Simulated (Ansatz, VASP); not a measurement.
**SiC61N in two plane-wave programs**

Wanted: the spread between two codes on one cell, functional and k mesh. The cell is taken from a series of runs on this material, whose earlier steps may have relaxed, scaled, displaced or heated it; both programs get it as it stands.

Program: Ansatz 0.2.0. Level of theory: plane waves, with VASP 6.6.1 beside it; single point at HSE06. Results are calculated unless marked as measured.

**1. The structure**

The cell holds 63 atoms: 61 C, 1 N and 1 Si. Its edges and angles: a = 7.143 Å, b = 7.143 Å, c = 7.143 Å, α = 90.0°, β = 90.0°, γ = 90.0°. It derives from C (C (Fd-3m)). Nearest the centre at fractional (0.219, 0.219, 0.344): N62 at 1.03 Å, Si63 at 1.06 Å, C8 at 1.97 Å, C7 at 1.97 Å, C5 at 2.09 Å, C4 at 2.10 Å, C1 at 2.28 Å, C39 at 2.30 Å.

**2. Ansatz: single point, HSE06**

Ansatz runs on its default PAW (the set named soft_2) files.

A single point gives forces, pressure and levels at one fixed geometry, so differences don't come from the geometry; what else differs is listed under the comparison.

input.yaml

```yaml
crystal:
  lattice:
    - [7.14316351, 0.0, 0.0]
    - [0.0, 7.14316351, 0.0]
    - [0.0, 0.0, 7.14316351]
  atoms:
    - { symbol: C, position: [0.0023967, 0.002733126, 0.254262439] }
    - { symbol: C, position: [0.004942072, 0.253490325, 0.004291248] }
    - { symbol: C, position: [0.253156033, 0.005279082, 0.004292046] }
    - { symbol: "N", position: [0.122192261, 0.122528149, 0.389824284] }
    - { symbol: C, position: [0.125237728, 0.389273035, 0.124203023] }
    - { symbol: C, position: [0.388935479, 0.125574748, 0.124203167] }
    - { symbol: Si, position: [0.321148916, 0.321488805, 0.311076551] }
    - { symbol: C, position: [0.000463409, 0.000797183, 0.752780695] }
    - { symbol: C, position: [-0.003911747, 0.247405588, 0.504810982] }
    - { symbol: C, position: [0.247068931, -0.003575994, 0.504811141] }
    - { symbol: C, position: [0.249965239, 0.250298867, 0.750845862] }
    - { symbol: C, position: [0.126930227, 0.127264984, 0.87822359] }
    - { symbol: C, position: [0.120672959, 0.374957635, 0.627025798] }
    - { symbol: C, position: [0.374624427, 0.121006042, 0.627030481] }
    - { symbol: C, position: [0.375002542, 0.375337521, 0.873329374] }
    - { symbol: C, position: [-0.002690049, 0.504910628, 0.248831663] }
    - { symbol: C, position: [0.000528987, 0.752979828, 0.000653176] }
    - { symbol: C, position: [0.249682134, 0.505269943, -0.003542034] }
    - { symbol: C, position: [0.250321059, 0.750966653, 0.249355492] }
    - { symbol: C, position: [0.119912522, 0.628032776, 0.375179621] }
    - { symbol: C, position: [0.127736538, 0.879230403, 0.127509988] }
    - { symbol: C, position: [0.376956737, 0.62962106, 0.118443613] }
    - { symbol: C, position: [0.373898616, 0.874898625, 0.373589073] }
    - { symbol: C, position: [-0.002735563, 0.500343529, 0.750670501] }
    - { symbol: C, position: [-0.00282964, 0.75095612, 0.500470394] }
    - { symbol: C, position: [0.23533408, 0.499946645, 0.500337469] }
    - { symbol: C, position: [0.249224234, 0.749984998, 0.749174277] }
    - { symbol: C, position: [0.124303013, 0.6276151, 0.872887276] }
    - { symbol: C, position: [0.123216953, 0.873551575, 0.62707207] }
    - { symbol: C, position: [0.371689386, 0.620688279, 0.620172103] }
    - { symbol: C, position: [0.375721367, 0.875908963, 0.874601368] }
    - { symbol: C, position: [0.504575662, -0.002355345, 0.248832212] }
    - { symbol: C, position: [0.504934918, 0.250017429, -0.003543021] }
    - { symbol: C, position: [0.752644576, 0.000864646, 0.000654131] }
    - { symbol: C, position: [0.750630783, 0.250655083, 0.249356472] }
    - { symbol: C, position: [0.627698482, 0.1202451, 0.375182315] }
    - { symbol: C, position: [0.629285192, 0.377293832, 0.118443554] }
    - { symbol: C, position: [0.87889392, 0.128072163, 0.127510967] }
    - { symbol: C, position: [0.874563127, 0.374233664, 0.373589158] }
    - { symbol: C, position: [0.500009005, -0.002400404, 0.75067089] }
    - { symbol: C, position: [0.499607942, 0.235667451, 0.500340033] }
    - { symbol: C, position: [0.750622427, -0.002495549, 0.500471391] }
    - { symbol: C, position: [0.749649527, 0.249558418, 0.749173856] }
    - { symbol: C, position: [0.6272812, 0.124639112, 0.872887413] }
    - { symbol: C, position: [0.620353661, 0.372024238, 0.620174252] }
    - { symbol: C, position: [0.873218136, 0.123552815, 0.627072385] }
    - { symbol: C, position: [0.875573011, 0.37605677, 0.874600973] }
    - { symbol: C, position: [0.501469331, 0.501809187, 0.234380211] }
    - { symbol: C, position: [0.500788208, 0.752413085, -0.003614047] }
    - { symbol: C, position: [0.752078696, 0.501124433, -0.003613109] }
    - { symbol: C, position: [0.749692538, 0.750029109, 0.248638944] }
    - { symbol: C, position: [0.621150235, 0.621485541, 0.370554871] }
    - { symbol: C, position: [0.627313396, 0.874034345, 0.123527336] }
    - { symbol: C, position: [0.873698677, 0.627649156, 0.123525631] }
    - { symbol: C, position: [0.874735993, 0.875072356, 0.375915509] }
    - { symbol: C, position: [0.497998638, 0.498333003, 0.746066536] }
    - { symbol: C, position: [0.497418462, 0.746963723, 0.497481621] }
    - { symbol: C, position: [0.746627626, 0.497753027, 0.497479928] }
    - { symbol: C, position: [0.749127136, 0.749462491, 0.748842583] }
    - { symbol: C, position: [0.624303236, 0.624637917, 0.871560524] }
    - { symbol: C, position: [0.623635329, 0.87246799, 0.623703165] }
    - { symbol: C, position: [0.872133607, 0.623969591, 0.623701055] }
    - { symbol: C, position: [0.875372645, 0.875706494, 0.875344033] }
basis:
  ecutwfc: 420
  xc_grid: 2
hamiltonian:
  xc: hse06
kpoints:
  mp_grid: { grid: [1, 1, 1] }
magnetization:
  spin_polarized: true
  initial_magnetization: 1
  spin_locking: { lock_magnetization: hard }
scf:
  occupations: { method: fermi_dirac, width: 0.01 }
  max_iter: 120
output:
  forces: true
  efg: {}
  eigenvalues: true
checkpoint:
  read: "../relax.run"
```

Started as:

```console
$ ansatz run input.yaml --threads 2 --pin off --max-ram 3768MiB --backend cpu --events-out ev --progress --plain --runs-dir out
```

Log:

```text
Warning: the atoms were moved onto the symmetric positions of the space group found under crystal.symmetry.tolerance 1.0e-5 (fractional; no operation is sought that the atoms, as they stand in a round, miss by more than twice it, and no atom is moved by as much as it), and the run uses the moved positions. Before a round's move an operation carried an atom to 4.63e-5 Å from where it should land, the largest such dist [...]
[...]
atom  38  C  V_zz =    +0.495681   η = 0.8243   by run symmetry: allowed
            electrostatic potential = -418.559104 V   contact ρ = 864.004059 e/Å³   contact ρ_s (e/Å³): all electrons +0.003637, valence +0.005772
  atom  39  C  V_zz =    +0.648261   η = 0.3133   by run symmetry: allowed
            electrostatic potential = -418.588688 V   contact ρ = 864.009610 e/Å³   contact ρ_s (e/Å³): all electrons -0.003117, valence -0.001447
  atom  40  C  V_zz =    -0.319087   η = 0.4724   by run symmetry: allowed
            electrostatic potential = -418.798230 V   contact ρ = 864.037430 e/Å³   contact ρ_s (e/Å³): all electrons +0.018918, valence +0.030769
  atom  41  C  V_zz =    -2.077483   η = 0.1616   by run symmetry: allowed
            electrostatic potential = -419.750014 V   contact ρ = 864.247827 e/Å³   contact ρ_s (e/Å³): all electrons +0.331080, valence +0.435804
  atom  42  C  V_zz =    -0.260089   η = 0.3482   by run symmetry: allowed
            electrostatic potential = -418.763715 V   contact ρ = 864.054045 e/Å³   contact ρ_s (e/Å³): all electrons +0.010243, valence +0.026302
  atom  43  C  V_zz =    -0.416998   η = 0.9213   by run symmetry: allowed
            electrostatic potential = -418.720651 V   contact ρ = 864.159816 e/Å³   contact ρ_s (e/Å³): all electrons +0.027761, valence +0.040104
  atom  44  C  V_zz =    -0.342403   η = 0.8649   by run symmetry: allowed
            electrostatic potential = -418.798658 V   contact ρ = 864.026188 e/Å³   contact ρ_s (e/Å³): all electrons +0.035547, valence +0.050612
  atom  45  C  V_zz =    +0.502055   η = 0.3492   by run symmetry: allowed
            electrostatic potential = -418.637966 V   contact ρ = 864.062755 e/Å³   contact ρ_s (e/Å³): all electrons -0.033035, valence -0.029195
  atom  46  C  V_zz =    -0.181876   η = 0.9449   by run symmetry: allowed
            electrostatic potential = -418.713263 V   contact ρ = 864.023038 e/Å³   contact ρ_s (e/Å³): all electrons -0.002400, valence +0.002393
  atom  47  C  V_zz =    +0.618003   η = 0.6085   by run symmetry: allowed
            electrostatic potential = -418.806690 V   contact ρ = 864.168972 e/Å³   contact ρ_s (e/Å³): all electrons +0.025741, valence +0.039752
  atom  48  C  V_zz =    -3.812848   η = 0.0793   by run symmetry: allowed
            electrostatic potential = -420.500048 V   contact ρ = 863.888708 e/Å³   contact ρ_s (e/Å³): all electrons -0.027122, valence -0.025274
  atom  49  C  V_zz =    -0.636028   η = 0.2275   by run symmetry: allowed
            electrostatic potential = -418.999332 V   contact ρ = 863.992508 e/Å³   contact ρ_s (e/Å³): all electrons -0.005037, valence -0.000761
  atom  50  C  V_zz =    -0.636028   η = 0.2275   by run symmetry: allowed
            electrostatic potential = -418.999332 V   contact ρ = 863.992508 e/Å³   contact ρ_s (e/Å³): all electrons -0.005037, valence -0.000761
  atom  51  C  V_zz =    +0.422408   η = 0.5858   by run symmetry: allowed
            electrostatic potential = -418.793836 V   contact ρ = 864.154626 e/Å³   contact ρ_s (e/Å³): all electrons -0.006036, valence +0.006274
  atom  52  C  V_zz =    -0.343346   η = 0.5941   by run symmetry: allowed
            electrostatic potential = -418.757291 V   contact ρ = 863.993394 e/Å³   contact ρ_s (e/Å³): all electrons -0.006232, valence -0.005419
  atom  53  C  V_zz =    -0.181161   η = 0.3273   by run symmetry: allowed
            electrostatic potential = -418.858189 V   contact ρ = 864.076673 e/Å³   contact ρ_s (e/Å³): all electrons +0.015742, valence +0.034116
  atom  54  C  V_zz =    -0.181161   η = 0.3273   by run symmetry: allowed
            electrostatic potential = -418.858189 V   contact ρ = 864.076673 e/Å³   contact ρ_s (e/Å³): all electrons +0.015742, valence +0.034116
  atom  55  C  V_zz =    +0.418555   η = 0.0684   by run symmetry: allowed
            electrostatic potential = -418.657485 V   contact ρ = 864.143959 e/Å³   contact ρ_s (e/Å³): all electrons -0.007118, valence +0.003562
  atom  56  C  V_zz =    -0.189247   η = 0.4831   by run symmetry: allowed
            electrostatic potential = -418.779432 V   contact ρ = 863.993061 e/Å³   contact ρ_s (e/Å³): all electrons -0.001575, valence +0.004881
  atom  57  C  V_zz =    -0.234785   η = 0.9105   by run symmetry: allowed
            electrostatic potential = -418.708062 V   contact ρ = 863.993742 e/Å³   contact ρ_s (e/Å³): all electrons -0.000436, valence +0.001462
  atom  58  C  V_zz =    -0.234785   η = 0.9105   by run symmetry: allowed
            electrostatic potential = -418.708062 V   contact ρ = 863.993742 e/Å³   contact ρ_s (e/Å³): all electrons -0.000436, valence +0.001462
  atom  59  C  V_zz =    -0.288361   η = 0.9141   by run symmetry: allowed
            electrostatic potential = -418.727279 V   contact ρ = 864.016855 e/Å³   contact ρ_s (e/Å³): all electrons -0.002775, valence +0.001832
  atom  60  C  V_zz =    -0.176700   η = 0.1983   by run symmetry: allowed
            electrostatic potential = -418.776915 V   contact ρ = 864.010265 e/Å³   contact ρ_s (e/Å³): all electrons -0.005174, valence -0.000916
  atom  61  C  V_zz =    -0.090157   η = 0.7319   by run symmetry: allowed
            electrostatic potential = -418.689194 V   contact ρ = 864.014843 e/Å³   contact ρ_s (e/Å³): all electrons -0.005005, valence -0.001320
  atom  62  C  V_zz =    -0.090157   η = 0.7319   by run symmetry: allowed
            electrostatic potential = -418.689194 V   contact ρ = 864.014843 e/Å³   contact ρ_s (e/Å³): all electrons -0.005005, valence -0.001320
  atom  63  C  V_zz =    +0.171497   η = 0.4594   by run symmetry: allowed
            electrostatic potential = -418.687837 V   contact ρ = 864.031153 e/Å³   contact ρ_s (e/Å³): all electrons -0.002242, valence +0.002729
--- Band table (eV) ---
  k-point 0 ↑: bands = ["-11.0438", "-9.4718", "-8.4902", "-8.4735", "-8.4548", "-8.2439", "-8.0339", "-7.1171", "-6.2995", "-6.2065", "-6.1321", "-6.1167", "-6.0832", "-6.0758", "-6.0492", "-5.9583", "-5.8633", "-5.6216", "-5.3343", "-4.8845", "-4.6915", "-4.4975", "-3.6688", "-2.1550", "-1.9848", "-1.9760", "-1.9193", "-1.7646", "-1.5426", "-1.5043", "-1.4027", "-1.3730", "-1.1791", "-0.9998", "-0.8992", "-0.7261", [...]
  k-point 0 ↓: bands = ["-11.0255", "-9.4630", "-8.4612", "-8.4534", "-8.4250", "-8.2183", "-8.0118", "-7.0955", "-6.2788", "-6.1879", "-6.1045", "-6.0746", "-6.0649", "-6.0486", "-6.0354", "-5.9383", "-5.8193", "-5.5784", "-5.3025", "-4.8599", "-4.6517", "-4.4487", "-3.6048", "-2.1221", "-1.9702", "-1.9507", "-1.9072", "-1.7252", "-1.4928", "-1.4865", "-1.3767", "-1.3427", "-1.1545", "-0.9725", "-0.8701", "-0.7087", [...]
```

**3. VASP: single point, HSE06**

The same cell, functional, mesh and smearing now go to VASP, with its own data sets.

Lines of VASP's logs that name or quote its potential files are left out, and so is its time.

The run reads the wave functions of an earlier VASP run, which isn't shown here.

INCAR

```
SYSTEM = SiC61N
PREC = Accurate
ENCUT = 520
EDIFF = 1E-06
NELM = 100
ISMEAR = -1
SIGMA = 0.01
LREAL = Auto
ALGO = Normal
LHFCALC = .TRUE.
AEXX = 0.25
GGA = PE
HFSCREEN = 0.208
LASPH = .TRUE.
NBANDS = 170
ISPIN = 2
MAGMOM = 0 0 0 0.09 0.09 0 0 0 0 0.01 0 0 0 0.01 0 0 0 0.01 0 0 0 0.01 0.01 0.08 0.01 0.01 0 0 0.01 0.01 0 0 0 0.01 0 0 0 0.01 0.08 0.01 0.01 0.01 0 0 0.01 0 0 0 0.01 0 0.01 0.01 0.01 0 0 0 0 0 0 0 0 -0 0
PRECFOCK = Fast
LORBIT = 11
LWAVE = .FALSE.
LCHARG = .FALSE.
ISIF = 2
NUPDOWN = 1
```

POSCAR

```
SiC61N
1.0
    7.1431635103      0.0000000000      0.0000000000
    0.0000000000      7.1431635103      0.0000000000
    0.0000000000      0.0000000000      7.1431635103
C N Si
61 1 1
Direct
    0.0023966999      0.0027331258      0.2542624393
    0.0049420721      0.2534903248      0.0042912485
    0.2531560331      0.0052790822      0.0042920459
    0.1252377280      0.3892730351      0.1242030229
    0.3889354787      0.1255747475      0.1242031667
    0.0004634086      0.0007971833      0.7527806949
    0.9960882526      0.2474055883      0.5048109822
    0.2470689308      0.9964240058      0.5048111411
    0.2499652390      0.2502988674      0.7508458619
    0.1269302271      0.1272649843      0.8782235904
    0.1206729586      0.3749576349      0.6270257977
    0.3746244271      0.1210060415      0.6270304812
    0.3750025416      0.3753375209      0.8733293744
    0.9973099512      0.5049106285      0.2488316634
    0.0005289870      0.7529798279      0.0006531755
    0.2496821340      0.5052699426      0.9964579661
    0.2503210585      0.7509666529      0.2493554924
    0.1199125223      0.6280327759      0.3751796214
    0.1277365382      0.8792304029      0.1275099878
    0.3769567369      0.6296210604      0.1184436127
    0.3738986164      0.8748986249      0.3735890729
    0.9972644368      0.5003435291      0.7506705005
    0.9971703597      0.7509561201      0.5004703944
    0.2353340803      0.4999466448      0.5003374689
    0.2492242341      0.7499849982      0.7491742768
    0.1243030132      0.6276151000      0.8728872760
    0.1232169527      0.8735515753      0.6270720697
    0.3716893865      0.6206882791      0.6201721034
    0.3757213671      0.8759089631      0.8746013683
    0.5045756616      0.9976446548      0.2488322116
    0.5049349178      0.2500174290      0.9964569786
    0.7526445765      0.0008646465      0.0006541313
    0.7506307833      0.2506550828      0.2493564719
    0.6276984824      0.1202451003      0.3751823152
    0.6292851918      0.3772938322      0.1184435543
    0.8788939199      0.1280721626      0.1275109667
    0.8745631272      0.3742336641      0.3735891580
    0.5000090050      0.9975995959      0.7506708898
    0.4996079417      0.2356674513      0.5003400332
    0.7506224274      0.9975044512      0.5004713914
    0.7496495266      0.2495584184      0.7491738563
    0.6272812005      0.1246391125      0.8728874126
    0.6203536612      0.3720242379      0.6201742517
    0.8732181358      0.1235528152      0.6270723851
    0.8755730110      0.3760567700      0.8746009727
    0.5014693308      0.5018091867      0.2343802110
    0.5007882077      0.7524130853      0.9963859526
    0.7520786955      0.5011244328      0.9963868906
    0.7496925378      0.7500291088      0.2486389441
    0.6211502349      0.6214855405      0.3705548707
    0.6273133961      0.8740343445      0.1235273364
    0.8736986775      0.6276491563      0.1235256310
    0.8747359930      0.8750723556      0.3759155087
    0.4979986380      0.4983330027      0.7460665356
    0.4974184624      0.7469637230      0.4974816213
    0.7466276264      0.4977530269      0.4974799281
    0.7491271361      0.7494624909      0.7488425835
    0.6243032358      0.6246379169      0.8715605241
    0.6236353288      0.8724679897      0.6237031647
    0.8721336075      0.6239695907      0.6237010550
    0.8753726448      0.8757064943      0.8753440327
    0.1221922610      0.1225281489      0.3898242843
    0.3211489155      0.3214888053      0.3110765510
```

KPOINTS

```
Automatic mesh
0
Gamma
1 1 1
0 0 0
```

PAW data sets: C, N and Si (PBE family, release 64).

Started as:

```console
$ export OMP_NUM_THREADS=3
$ mpirun -np 1 vasp_gam
```

Log:

```text
[banner, memory and clock lines left out]
running    1 mpi-ranks, on    1 nodes
[...]
Offloading initialized ...    1 GPUs detected
[...]
LDA part: xc-table for (Slater+PW92), standard interpolation
 found WAVECAR, reading the header
 POSCAR, INCAR and KPOINTS ok, starting setup
[...]
reading WAVECAR
 the WAVECAR file was read successfully
 initial charge from wavefunction
 entering main loop
       N       E                     dE             d eps       ncg     rms          rms(c)
DAV:   1    -0.649760722543E+03   -0.64976E+03   -0.85223E+00   704   0.780E+00    0.500E+00
DAV:   2    -0.649784482551E+03   -0.23760E-01   -0.14712E-01   792   0.928E-01    0.306E+00
DAV:   3    -0.649766195529E+03    0.18287E-01   -0.15182E-02   800   0.310E-01    0.172E+00
DAV:   4    -0.649760986798E+03    0.52087E-02   -0.47604E-03   774   0.175E-01    0.940E-01
[...]
DAV:   9    -0.649758991390E+03    0.93880E-05   -0.45746E-06   694   0.633E-03    0.486E-02
DAV:  10    -0.649758989142E+03    0.22478E-05   -0.13819E-06   464   0.368E-03    0.270E-02
DAV:  11    -0.649758988893E+03    0.24937E-06   -0.45347E-07   412   0.225E-03
   1 F= -.64975899E+03 E0= -.64975899E+03  d E =-.627782E-15  mag=     1.0000
```

OUTCAR, selected parts (step 3):

```text
  FREE ENERGIE OF THE ION-ELECTRON SYSTEM (eV)
  ---------------------------------------------------
  free  energy   TOTEN  =      -649.7589888927 eV

  energy  without entropy=     -649.7589888927  energy(sigma->0) =     -649.75898889

 magnetization (x)
# of ion       s       p       d       tot
------------------------------------------
    1       -0.000   0.001   0.000   0.001
    2       -0.001   0.001   0.000   0.001
    3       -0.001   0.001   0.000   0.001
    4        0.011   0.101   0.000   0.113
    5        0.011   0.101   0.000   0.113
    6       -0.000   0.002   0.000   0.002
    7        0.000   0.001   0.000   0.001
    8        0.000   0.001   0.000   0.001
    9       -0.000   0.003   0.000   0.003
   10        0.000   0.006   0.000   0.006
   11       -0.000   0.003   0.000   0.003
   12       -0.000   0.003   0.000   0.003
   13        0.000   0.004   0.000   0.004
[...]
--------------------------------------------------
tot          0.038   0.655   0.000   0.693

[... 1 further part left out ...]
```

The run ends at a pressure of -4.72 GPa, with forces up to 0.36 eV/Å.

**4. Side by side**

Known differences besides the potentials themselves: exact exchange at q = 0 is treated differently, which shows on coarse meshes; VASP keeps PBE cores, Ansatz makes them for the functional; the cutoff is 420 eV in Ansatz and 520 eV in VASP (PREC = Accurate, projectors in real space); VASP takes a coarser grid for exact exchange (PRECFOCK = Fast); site moments are counted in spheres of each program's own size. Total energies have different zeros and are not compared.

Compared:

```csv
quantity,Ansatz,VASP,difference
"total moment, fixed by the input (μB)",1.00,1.00,0.00
moment on C4 (μB),0.09,0.11,-0.02
moment on C5 (μB),0.09,0.11,-0.02
moment on C24 (μB),0.08,0.10,-0.02
moment on C39 (μB),0.08,0.10,-0.02
```

Forces on 9 of the 63 atoms, those with the largest forces and the largest differences (eV/Å; atoms numbered as in POSCAR):

```csv
atom,"Ansatz x, y, z","VASP x, y, z"
C4,"-0.082, 0.142, -0.157","-0.061, 0.114, -0.131"
C5,"0.142, -0.082, -0.157","0.114, -0.061, -0.131"
C24,"-0.223, -0.022, 0.185","-0.204, -0.041, 0.164"
C35,"0.135, 0.114, -0.167","0.140, 0.108, -0.162"
C39,"-0.022, -0.223, 0.185","-0.041, -0.204, 0.164"
C46,"-0.226, -0.226, -0.068","-0.242, -0.242, -0.042"
C49,"-0.055, -0.055, 0.230","-0.054, -0.054, 0.240"
N62,"-0.232, -0.232, 0.209","-0.219, -0.219, 0.186"
Si63,"0.247, 0.247, -0.030","0.248, 0.248, -0.042"
```

The forces differ by 9.1 meV/Å r.m.s., which is 9.7 % of the r.m.s. force of 0.093 eV/Å (both taken over all components).

**5. Outcome**

* r.m.s. force difference (single point, HSE06): 9.1 meV/Å

**Reading.** The r.m.s. force difference is 9.1 meV/Å (single point, HSE06), within the 12 meV/Å picked in this series as the mark of a large difference. Such differences can come from data sets, numerical settings and the points named under the comparisons, not from the functional's error against experiment.

[Lines on the potential files, build, host, timing and source positions are cut from VASP's logs without a mark.]

[Logs are printed without paths, hosts, clocks, repeated set-up lines and the standing remarks that a program may print on its own settings, such as how far it seeks lower states.]

[Hosts, paths, dates, database ids (printed as entryN), source tags and the programs' standing remarks are cut or masked in the printed files.]
